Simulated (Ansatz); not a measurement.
# TiAl3: a stretch of c alone

One table from this session's results is given with a row withheld; the runs are named, their logs left out.

Computed with Ansatz 0.2.0 (DFT r2SCAN, scalar-relativistic, plane waves, PAW, unless a step's input says otherwise).

2 further runs of the same task are left out: 2 set aside as unsound or not needed.

**Starting point**

The structure is tetragonal, space group I4/mmm (No. 139). Conventional cell: a = 3.824 Å, b = 3.824 Å, c = 8.564 Å, α = 90.00°, β = 90.00°, γ = 90.00°. Ti (site symmetry 4/mmm) has 12 Al at 2.70 to 2.87 Å as nearest neighbours. Al (site symmetry 4/mmm) has 4 Ti at 2.70 Å and 8 Al at 2.87 Å as nearest neighbours. Al (site symmetry -4m2) has 8 Al at 2.70 to 2.87 Å and 4 Ti at 2.87 Å as nearest neighbours.

Structure file:

```cif
data_structure
_symmetry_space_group_name_H-M 'I4/mmm'
_symmetry_Int_Tables_number 139
_cell_length_a 3.8240
_cell_length_b 3.8240
_cell_length_c 8.5638
_cell_angle_alpha 90.000
_cell_angle_beta 90.000
_cell_angle_gamma 90.000
_cell_volume 125.23
loop_
_atom_site_label
_atom_site_type_symbol
_atom_site_symmetry_multiplicity
_atom_site_Wyckoff_symbol
_atom_site_fract_x
_atom_site_fract_y
_atom_site_fract_z
_atom_site_occupancy
Ti1 Ti 2 a 0.00000 0.00000 0.00000 1
Al1 Al 2 b 0.50000 0.50000 0.00000 1
Al2 Al 4 d 0.00000 0.50000 0.25000 1
```

It goes back to an entry of the Materials Project, which need not be the stable form.

The unstrained cell comes from an earlier run at this level (8 atoms, E(σ→0) -8254.6876 eV, gap none (metal)).

Set-up of the first run:

Contents of input.yaml:

```yaml
crystal:
  lattice:
    - [3.8240007107, 0.0, 0.0]
    - [0.0, 3.8240007107, 0.0]
    - [0.0, 0.0, 8.4781917746]
  atoms:
    - { symbol: Ti, position: [0.0, 0.0, 0.0] }
    - { symbol: Ti, position: [0.5, 0.5, 0.5] }
    - { symbol: Al, position: [0.5, 0.5, 0.0] }
    - { symbol: Al, position: [0.0, 0.5, 0.25] }
    - { symbol: Al, position: [0.5, 0.0, 0.25] }
    - { symbol: Al, position: [0.0, 0.0, 0.5] }
    - { symbol: Al, position: [0.5, 0.0, 0.75] }
    - { symbol: Al, position: [0.0, 0.5, 0.75] }
basis:
  ecutwfc: 500
kpoints:
  mp_grid: { grid: [10, 10, 4] }
hamiltonian:
  xc: r2scan
scf:
  occupations: { method: gaussian, width: 0.1 }
output:
  forces: true
  stress: true
  eigenvalues: true
```

On the command line:

```bash
ansatz run input.yaml --threads 1 --pin off --max-ram 2560MiB --backend cpu --events-out ev --progress --plain --runs-dir out
```

Steps of the session up to this table: At -1.0 %; The cell strained by +1.0 %; The cell strained by -2.0 %; At +2.0 %; The cell strained by -3.0 %; At +3.0 %.

One table of the session follows, with a row left open; its other results are not shown here.

Lengths are those of the vectors of the cell that was run; stresses in GPa:

| strain (%) | ΔE (meV/atom) | c (Å) |
| --- | --- | --- |
| -3.0 | 11.5 | 8.307 |
| -2.0 | 5.1 | 8.393 |
| -1.0 | 1.3 | 8.478 |
| +0.0 | 0.0 | 8.564 |
| +1.0 | 1.1 | 8.649 |
| +2.0 | ? | ? |
| +3.0 | 10.0 | 8.821 |

**Question.** Estimate the row for strain (%) = +2.0.

Worked estimate for «ΔE (meV/atom)». A straight line through the neighbours (1.0, 1.1) and (3.0, 10.0) gives 1.1 + (10.0 − 1.1) × (2.0 − 1.0) / (3.0 − 1.0) = 5.6; a parabola fitted to 3 rows on both sides gives 4.4.

**Answer.** ΔE (meV/atom): 4.5; c (Å): 8.735. In «ΔE (meV/atom)» the line misses by +1.1 and the parabola by -0.1.

ΔE is over the unstrained cell. Stress in GPa, positive in compression, on the Cartesian axes of the input. 
